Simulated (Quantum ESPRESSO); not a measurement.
# Pb (Fm-3m) in Quantum ESPRESSO: a series of runs

One crystal, Pb, is run at these levels: vdW-DF; tasks: single point, equation of state.

Everything below comes from runs of Quantum ESPRESSO 7.5. Logs are shortened: lines on timing, memory, paths and dates and some standing lists are left out, and cuts for length are marked.

### Step 1. The crystal as given

It takes space group Fm-3m (No. 225, cubic). Conventional cell: a = 4.950 Å, b = 4.950 Å, c = 4.950 Å, α = 90.00°, β = 90.00°, γ = 90.00°. Pb (site symmetry m-3m) is surrounded by 12 Pb at 3.50 Å.

### Step 2. Single point, vdW-DF, 28.50 Å³/atom

Contents of pw.in:

```
&CONTROL
  calculation = 'scf'
  prefix = 'pwscf'
  outdir = './tmp'
  pseudo_dir = './pseudo'
  tprnfor = .true.
  tstress = .true.
  disk_io = 'nowf'
/
&SYSTEM
  ibrav = 0
  nat = 1
  ntyp = 1
  ecutwfc = 56
  nbnd = 13
  input_dft = 'vdw-df'
  occupations = 'smearing'
  smearing = 'fd'
  degauss = 0.00367493
/
&ELECTRONS
  conv_thr = 2d-10
  electron_maxstep = 120
  mixing_beta = 0.5
/
ATOMIC_SPECIES
Pb   207.2000 Pb.upf
CELL_PARAMETERS angstrom
   0.0000000000    2.4244952108    2.4244952108
   2.4244952108    0.0000000000    2.4244952108
   2.4244952108    2.4244952108    0.0000000000
ATOMIC_POSITIONS crystal
Pb     0.0000000000    0.0000000000    0.0000000000
K_POINTS automatic
9 9 9 0 0 0
```

Potentials or basis: PseudoDojo 0.4.1 SR PBE standard.

The run is started by

```
OMP_NUM_THREADS=1 pw.x -in pw.in > pw.out
```

pw.out:

```text
This program is part of the open-source Quantum ESPRESSO suite
     for quantum simulation of materials; please cite
         "P. Giannozzi et al., J. Phys.:Condens. Matter 21 395502 (2009);
         "P. Giannozzi et al., J. Phys.:Condens. Matter 29 465901 (2017);
         "P. Giannozzi et al., J. Chem. Phys. 152 154105 (2020);
     in publications or presentations arising from this work. More details at

     IMPORTANT: XC functional enforced from input :
     Exchange-correlation= VDW-DF
                           (   1   4   4   0   1   0   0)
     Any further DFT definition will be discarded
     Please, verify this is what you really want

     Message from routine setup:
     using ibrav=0 with symmetry is DISCOURAGED, use correct ibrav instead

     G-vector sticks info
     --------------------
     sticks:   dense  smooth     PW     G-vecs:    dense   smooth      PW
     Sum         649     649    199                10969    10969    1917

     Using Slab Decomposition

     bravais-lattice index     =            0
     lattice parameter (alat)  =       6.4794  a.u.
     unit-cell volume          =     192.3493 (a.u.)^3
     number of atoms/cell      =            1
     number of atomic types    =            1
     number of electrons       =        14.00
     number of Kohn-Sham states=           13
     kinetic-energy cutoff     =      56.0000  Ry
     charge density cutoff     =     224.0000  Ry
     scf convergence threshold =      2.0E-10
     mixing beta               =       0.5000
     number of iterations used =            8  plain     mixing
     Exchange-correlation= VDW-DF
                           (   1   4   4   0   1   0   0)

     celldm(1)=   6.479406  celldm(2)=   0.000000  celldm(3)=   0.000000
     celldm(4)=   0.000000  celldm(5)=   0.000000  celldm(6)=   0.000000

     crystal axes: (cart. coord. in units of alat)
               a(1) = (   0.000000   0.707107   0.707107 )
               a(2) = (   0.707107   0.000000   0.707107 )
               a(3) = (   0.707107   0.707107   0.000000 )

     reciprocal axes: (cart. coord. in units 2 pi/alat)
               b(1) = ( -0.707107  0.707107  0.707107 )
               b(2) = (  0.707107 -0.707107  0.707107 )
               b(3) = (  0.707107  0.707107 -0.707107 )

     PseudoPot. # 1 for Pb read from file:
     Pb.upf
     Pseudo is Norm-conserving + core correction, Zval = 14.0
     Generated using ONCVPSP code by D. R. Hamann
     Using radial grid of 1678 points,  6 beta functions with:
                l(1) =   0
                l(2) =   0
                l(3) =   1
                l(4) =   1
                l(5) =   2
                l(6) =   2

     atomic species   valence    mass     pseudopotential
     Pb               14.00   207.20000     Pb( 1.00)

     48 Sym. Ops., with inversion, found

   Cartesian axes

     site n.     atom                  positions (alat units)
         1        Pb     tau(   1) = (   0.0000000   0.0000000   0.0000000  )

     number of k points=    35  Fermi-Dirac smearing, width (Ry)=  0.0037
                       cart. coord. in units 2pi/alat
        k(    1) = (   0.0000000   0.0000000   0.0000000), wk =   0.0027435
        k(    2) = (   0.0785674   0.0785674  -0.0785674), wk =   0.0219479
        k(    3) = (   0.1571348   0.1571348  -0.1571348), wk =   0.0219479
        k(    4) = (   0.2357023   0.2357023  -0.2357023), wk =   0.0219479
        k(    5) = (   0.3142697   0.3142697  -0.3142697), wk =   0.0219479
        k(    6) = (   0.1571348   0.0000000  -0.0000000), wk =   0.0164609
[... 27 lines left out ...]
        k(   34) = (  -0.0000000  -0.4714045   0.6285394), wk =   0.0658436
        k(   35) = (  -0.0785674  -0.3928371   0.7071068), wk =   0.0658436

     Dense  grid:    10969 G-vectors     FFT dimensions: (  32,  32,  32)

     Initial potential from superposition of free atoms

     starting charge      13.9979, renormalised to      14.0000

     %%%%%%%%%%%%%%%%%%%%%%%%%%%%%%%%%%%%%%%%%%%%%%%%%%%%%%%%%%%%%%%%%%%%%%%%
     %                                                                      %
     % You are using vdW-DF, which was implemented by the Thonhauser group. %
     % Please cite the following two papers that made this development      %
     % possible and the two reviews that describe the various versions:     %
     %                                                                      %
     %   T. Thonhauser et al., PRL 115, 136402 (2015).                      %
     %   T. Thonhauser et al., PRB 76, 125112 (2007).                       %
     %   K. Berland et al., Rep. Prog. Phys. 78, 066501 (2015).             %
     %   D.C. Langreth et al., J. Phys.: Condens. Matter 21, 084203 (2009). %
     %                                                                      %
     % If you are calculating stress with vdW-DF, please also cite:         %
     %                                                                      %
     %   R. Sabatini et al., J. Phys.: Condens. Matter 24, 424209 (2012).   %
     %                                                                      %
     %%%%%%%%%%%%%%%%%%%%%%%%%%%%%%%%%%%%%%%%%%%%%%%%%%%%%%%%%%%%%%%%%%%%%%%%

     %%%%%%%%%%%%%%%%%%%%%%%%%%%%%%%%%%%%%%%%%%%%%%%%%%%%%%%%%%%%%%%%%%%%%%%%
     %                                                                      %
     %  vdW-DF NEWS:                                                        %
     %                                                                      %
     %  * vdW-DF3 is now available. DOI: 10.1021/acs.jctc.0c00471           %
     %    use with input_dft = 'vdW-DF3-opt1' or 'vdW-DF3-opt2'             %
     %                                                                      %
     %  * Unscreened and range-separated hybrid vdW-DF-cx functionals       %
     %    DOI: 10.1063/1.4986522 and 10.1088/1361-648X/ac2ad2               %
     %    use with input_dft = 'vdW-DF-cx0'    and 'vdW-DF-ahcx'            %
     %  * Unscreened and range-separated hybrid vdW-DF2-b86r functionals    %
     %    DOI: 10.1063/1.4986522 and DOI: 10.1103/PhysRevX.12.041003        %
     %    use with input_dft = 'vdW-DF2-br0' and 'vdW-DF2-ahbr'             %
     %                                                                      %
     %%%%%%%%%%%%%%%%%%%%%%%%%%%%%%%%%%%%%%%%%%%%%%%%%%%%%%%%%%%%%%%%%%%%%%%%

     Starting wfcs are    9 randomized atomic wfcs +    4 random wfcs

     Self-consistent Calculation

     iteration #  1     ecut=    56.00 Ry     beta= 0.50
     Davidson diagonalization with overlap
     ethr =  1.00E-02,  avg # of iterations =  5.2

     Threshold (ethr) on eigenvalues was too large:
     Diagonalizing with lowered threshold

     Davidson diagonalization with overlap
     c_bands:  1 eigenvalues not converged
     ethr =  8.20E-06,  avg # of iterations =  8.0

     total energy              =    -141.34142031 Ry
     estimated scf accuracy    <       0.00113171 Ry

     iteration #  2     ecut=    56.00 Ry     beta= 0.50
     Davidson diagonalization with overlap
     ethr =  8.08E-06,  avg # of iterations =  2.0

     total energy              =    -141.34158795 Ry
     estimated scf accuracy    <       0.00007658 Ry

     iteration #  3     ecut=    56.00 Ry     beta= 0.50
     Davidson diagonalization with overlap
     ethr =  5.47E-07,  avg # of iterations =  2.2

     total energy              =    -141.34160169 Ry
     estimated scf accuracy    <       0.00001210 Ry

     iteration #  4     ecut=    56.00 Ry     beta= 0.50
     Davidson diagonalization with overlap
     ethr =  8.64E-08,  avg # of iterations =  2.0

     total energy              =    -141.34160295 Ry
     estimated scf accuracy    <       0.00000016 Ry

     iteration #  5     ecut=    56.00 Ry     beta= 0.50
     Davidson diagonalization with overlap
     ethr =  1.17E-09,  avg # of iterations =  2.1

     total energy              =    -141.34160300 Ry
     estimated scf accuracy    <       0.00000002 Ry

     iteration #  6     ecut=    56.00 Ry     beta= 0.50
     Davidson diagonalization with overlap
     ethr =  1.25E-10,  avg # of iterations =  2.0

     total energy              =    -141.34160300 Ry
     estimated scf accuracy    <          1.2E-09 Ry

     iteration #  7     ecut=    56.00 Ry     beta= 0.50
     Davidson diagonalization with overlap
     ethr =  8.72E-12,  avg # of iterations =  1.6

     total energy              =    -141.34160300 Ry
     estimated scf accuracy    <          3.4E-10 Ry

     iteration #  8     ecut=    56.00 Ry     beta= 0.50
     Davidson diagonalization with overlap
     ethr =  2.45E-12,  avg # of iterations =  2.0

     End of self-consistent calculation

          k = 0.0000 0.0000 0.0000 (  1363 PWs)   bands (ev):

    -4.8427  -4.8427  -4.8427  -4.6774  -4.6774   0.2417  20.2481  20.2481
    20.2481  22.8659  24.8754  25.5225  25.5225

          k = 0.0786 0.0786-0.0786 (  1372 PWs)   bands (ev):

    -4.8438  -4.8234  -4.8234  -4.6776  -4.6776   0.4933  17.8252  19.9479
    19.9479  22.4474  25.7079  26.0643  26.0644

          k = 0.1571 0.1571-0.1571 (  1369 PWs)   bands (ev):

    -4.8516  -4.8006  -4.8006  -4.6512  -4.6512   1.2494  14.1956  19.3135
    19.3135  22.1171  25.0834  25.7152  25.7152

          k = 0.2357 0.2357-0.2357 (  1362 PWs)   bands (ev):

    -4.8675  -4.8121  -4.8121  -4.5818  -4.5818   2.4717  10.9062  18.7086
    18.7086  22.0299  23.7397  24.7418  24.7418

          k = 0.3143 0.3143-0.3143 (  1371 PWs)   bands (ev):

    -4.8813  -4.8280  -4.8280  -4.5270  -4.5270   3.8526   8.4669  18.3510
    18.3510  22.2013  22.8457  24.2478  24.2478

          k = 0.1571 0.0000-0.0000 (  1371 PWs)   bands (ev):

    -4.8656  -4.8028  -4.8028  -4.7018  -4.6605   0.5770  18.6006  19.0014
    19.0014  21.9228  24.6519  27.1713  27.1719

          k = 0.2357 0.0786-0.0786 (  1352 PWs)   bands (ev):

    -4.8766  -4.7748  -4.7673  -4.7095  -4.6323   1.1648  15.4430  18.1286
    18.7133  22.0714  23.3271  26.4539  27.7942

          k = 0.3143 0.1571-0.1571 (  1365 PWs)   bands (ev):

    -4.8761  -4.7948  -4.7684  -4.6555  -4.5699   2.2367  12.0925  17.5803
    17.8568  21.4996  24.3448  26.4125  26.5369

          k = 0.3928 0.2357-0.2357 (  1368 PWs)   bands (ev):

    -4.8746  -4.8180  -4.7872  -4.5888  -4.5214   3.6234   9.3481  16.9637
    17.4726  21.1418  24.5229  25.5539  26.1369

          k =-0.2357-0.3928 0.3928 (  1371 PWs)   bands (ev):
[... 99 lines left out ...]
          k =-0.1571-0.4714 0.6285 (  1365 PWs)   bands (ev):

    -4.9031  -4.8237  -4.6808  -4.5896  -4.5188   4.7215  10.3258  12.9468
    14.7541  21.1627  23.9599  26.3397  30.8160

          k =-0.0786-0.3928 0.5500 (  1363 PWs)   bands (ev):

    -4.8743  -4.7714  -4.6909  -4.6451  -4.5268   5.1954   9.8257  12.0969
    15.0450  21.5519  25.4584  27.2543  27.9356

          k =-0.0000-0.3143 0.4714 (  1356 PWs)   bands (ev):

    -4.8416  -4.8062  -4.7116  -4.6014  -4.5815   4.2688  10.8974  12.3178
    16.0187  22.1695  24.9390  25.4001  29.8578

          k =-0.0786-0.5500 0.7071 (  1364 PWs)   bands (ev):

    -4.9726  -4.8916  -4.5872  -4.5388  -4.4910   5.3098   9.8839  13.4486
    13.8190  20.2259  21.2272  29.3229  31.6240

          k =-0.0000-0.4714 0.6285 (  1365 PWs)   bands (ev):

    -4.9197  -4.8363  -4.6325  -4.5996  -4.4926   5.7037  10.0303  11.6379
    14.0550  20.9339  23.7631  28.2233  28.6802

          k =-0.0786-0.3928 0.7071 (  1366 PWs)   bands (ev):

    -4.8368  -4.8195  -4.7243  -4.6162  -4.4918   5.5665  10.5618  11.5409
    13.3073  23.3452  24.4573  25.5334  27.6445

     the Fermi energy is    12.3177 ev

!    total energy              =    -141.34160300 Ry
     estimated scf accuracy    <          7.2E-11 Ry
     smearing contrib. (-TS)   =      -0.00023091 Ry
     internal energy E=F+TS    =    -141.34137210 Ry

     The total energy is F=E-TS. E is the sum of the following terms:
     one-electron contribution =     -26.90072295 Ry
     hartree contribution      =      24.25131828 Ry
     xc contribution           =     -40.62287553 Ry
     ewald contribution        =     -98.06909190 Ry

     convergence has been achieved in   8 iterations

     Forces acting on atoms (cartesian axes, Ry/au):

     atom    1 type  1   force =     0.00000000    0.00000000    0.00000000

     Total force =     0.000000     Total SCF correction =     0.000000

     Computing stress (Cartesian axis) and pressure

          total   stress  (Ry/bohr**3)                   (kbar)     P=       90.91
   0.00061801  -0.00000000  -0.00000000           90.91       -0.00       -0.00
  -0.00000000   0.00061801   0.00000000           -0.00       90.91        0.00
  -0.00000000   0.00000000   0.00061801           -0.00        0.00       90.91

=------------------------------------------------------------------------------=
   JOB DONE.
=------------------------------------------------------------------------------=
```

Run time: 66 s. Hardware: 1 thread of Arm Neoverse V1, shared host; peak memory 0.06 GiB.

Results:

```
Free energy            : -1923.0505 eV
Pressure               : 9.1 GPa
Band gap on the k mesh : none (metal or under the smearing width)
```

Caveat: the potentials were made for another functional, which shifts forces and pressure.

### Step 3. Single point, vdW-DF, 29.11 Å³/atom

Edit pw.in of step 2 so:

```diff
@@ -28,5 +28,5 @@
 CELL_PARAMETERS angstrom
-   0.0000000000    2.4244952108    2.4244952108
-   2.4244952108    0.0000000000    2.4244952108
-   2.4244952108    2.4244952108    0.0000000000
+   0.0000000000    2.4415696833    2.4415696833
+   2.4415696833    0.0000000000    2.4415696833
+   2.4415696833    2.4415696833    0.0000000000
 ATOMIC_POSITIONS crystal
```

Potentials or basis: PseudoDojo 0.4.1 SR PBE standard.

The run is started by

```
OMP_NUM_THREADS=1 pw.x -in pw.in > pw.out
```

Wall time 65 s (1 thread of Arm Neoverse V1, shared host); peak memory 0.06 GiB.

Results (log left out):

| Property | Result |
| --- | --- |
| Free energy | -1923.0820 eV |
| Pressure | 7.6 GPa |
| Band gap on the k mesh | none (metal or under the smearing width) |

Caveat: the potentials were made for another functional, which shifts forces and pressure.

### Step 4. Single point, vdW-DF, 29.72 Å³/atom

Edit pw.in of step 3 so:

```diff
@@ -28,5 +28,5 @@
 CELL_PARAMETERS angstrom
-   0.0000000000    2.4415696833    2.4415696833
-   2.4415696833    0.0000000000    2.4415696833
-   2.4415696833    2.4415696833    0.0000000000
+   0.0000000000    2.4584086270    2.4584086270
+   2.4584086270    0.0000000000    2.4584086270
+   2.4584086270    2.4584086270    0.0000000000
 ATOMIC_POSITIONS crystal
```

The run is started by

```
OMP_NUM_THREADS=1 pw.x -in pw.in > pw.out
```

Wall time 66 s (1 thread of Arm Neoverse V1, shared host); peak memory 0.07 GiB.

The run converged. Its results:

```yaml
Free_energy: -1923.1081 eV
Pressure: 6.2 GPa
Band_gap_on_the_k_mesh: none (metal or under the smearing width)
```

Caveat: the potentials were made for another functional, which shifts forces and pressure.

### Step 5. Single point, vdW-DF, 30.32 Å³/atom

Edit pw.in of step 4 so:

```diff
@@ -28,5 +28,5 @@
 CELL_PARAMETERS angstrom
-   0.0000000000    2.4584086270    2.4584086270
-   2.4584086270    0.0000000000    2.4584086270
-   2.4584086270    2.4584086270    0.0000000000
+   0.0000000000    2.4750200000    2.4750200000
+   2.4750200000    0.0000000000    2.4750200000
+   2.4750200000    2.4750200000    0.0000000000
 ATOMIC_POSITIONS crystal
```

The run is started by

```
OMP_NUM_THREADS=1 pw.x -in pw.in > pw.out
```

Run time: 66 s. Hardware: 1 thread of Arm Neoverse V1, shared host; peak memory 0.07 GiB.

It converged, with:

| Quantity | Value |
| --- | --- |
| Free energy | -1923.1294 eV |
| Pressure | 5.0 GPa |
| Band gap on the k mesh | none (metal or under the smearing width) |

Caveat: the potentials were made for another functional, which shifts forces and pressure.

### Step 6. Single point, vdW-DF, 30.93 Å³/atom

Edit pw.in of step 5 so:

```diff
@@ -28,5 +28,5 @@
 CELL_PARAMETERS angstrom
-   0.0000000000    2.4750200000    2.4750200000
-   2.4750200000    0.0000000000    2.4750200000
-   2.4750200000    2.4750200000    0.0000000000
+   0.0000000000    2.4914113386    2.4914113386
+   2.4914113386    0.0000000000    2.4914113386
+   2.4914113386    2.4914113386    0.0000000000
 ATOMIC_POSITIONS crystal
```

Potentials or basis: PseudoDojo 0.4.1 SR PBE standard.

The run is started by

```
OMP_NUM_THREADS=1 pw.x -in pw.in > pw.out
```

It took 66 s on 1 thread of Arm Neoverse V1, shared host; peak memory 0.07 GiB.

Results (log left out):

| Property | Result |
| --- | --- |
| Free energy | -1923.1465 eV |
| Pressure | 4.0 GPa |
| Band gap on the k mesh | none (metal or under the smearing width) |

Caveat: the potentials were made for another functional, which shifts forces and pressure.

### Step 7. Single point, vdW-DF, 31.54 Å³/atom

Edit pw.in of step 6 so:

```diff
@@ -28,5 +28,5 @@
 CELL_PARAMETERS angstrom
-   0.0000000000    2.4914113386    2.4914113386
-   2.4914113386    0.0000000000    2.4914113386
-   2.4914113386    2.4914113386    0.0000000000
+   0.0000000000    2.5075897876    2.5075897876
+   2.5075897876    0.0000000000    2.5075897876
+   2.5075897876    2.5075897876    0.0000000000
 ATOMIC_POSITIONS crystal
```

The run is started by

```
OMP_NUM_THREADS=1 pw.x -in pw.in > pw.out
```

Wall time 67 s (1 thread of Arm Neoverse V1, shared host); peak memory 0.07 GiB.

The run converged. Its results:

| Item | Value |
| --- | --- |
| Free energy | -1923.1597 eV |
| Pressure | 3.0 GPa |
| Band gap on the k mesh | none (metal or under the smearing width) |

Caveat: the potentials were made for another functional, which shifts forces and pressure.

### Step 8. Single point, vdW-DF, 32.14 Å³/atom

Edit pw.in of step 7 so:

```diff
@@ -28,5 +28,5 @@
 CELL_PARAMETERS angstrom
-   0.0000000000    2.5075897876    2.5075897876
-   2.5075897876    0.0000000000    2.5075897876
-   2.5075897876    2.5075897876    0.0000000000
+   0.0000000000    2.5235621278    2.5235621278
+   2.5235621278    0.0000000000    2.5235621278
+   2.5235621278    2.5235621278    0.0000000000
 ATOMIC_POSITIONS crystal
```

The run is started by

```
OMP_NUM_THREADS=1 pw.x -in pw.in > pw.out
```

It took 72 s on 1 thread of Arm Neoverse V1, shared host; peak memory 0.08 GiB.

It converged, with:

```yaml
Free_energy: -1923.1694 eV
Pressure: 2.1 GPa
Band_gap_on_the_k_mesh: none (metal or under the smearing width)
```

Caveat: the potentials were made for another functional, which shifts forces and pressure.

### Step 9. Equation of state, vdW-DF

Potentials or basis: PseudoDojo 0.4.1 SR PBE standard.

This step only gathers the single runs of the series.

What came out:

```yaml
Equilibrium_volume: "34.06 Å³/atom (rough: see the caveat)"
Bulk_modulus: 32 GPa (rough)
```

Energy against volume, from the lowest point:
| volume (Å³/atom) | energy (meV/atom) |
| --- | --- |
| 28.503 | 118.95 |
| 29.110 | 87.42 |
| 29.716 | 61.30 |
| 30.323 | 40.00 |
| 30.929 | 22.96 |
| 31.535 | 9.74 |
| 32.142 | 0.00 |

Caveat: the potentials were made for another functional, which shifts forces and pressure; the minimum lies outside the volumes run.
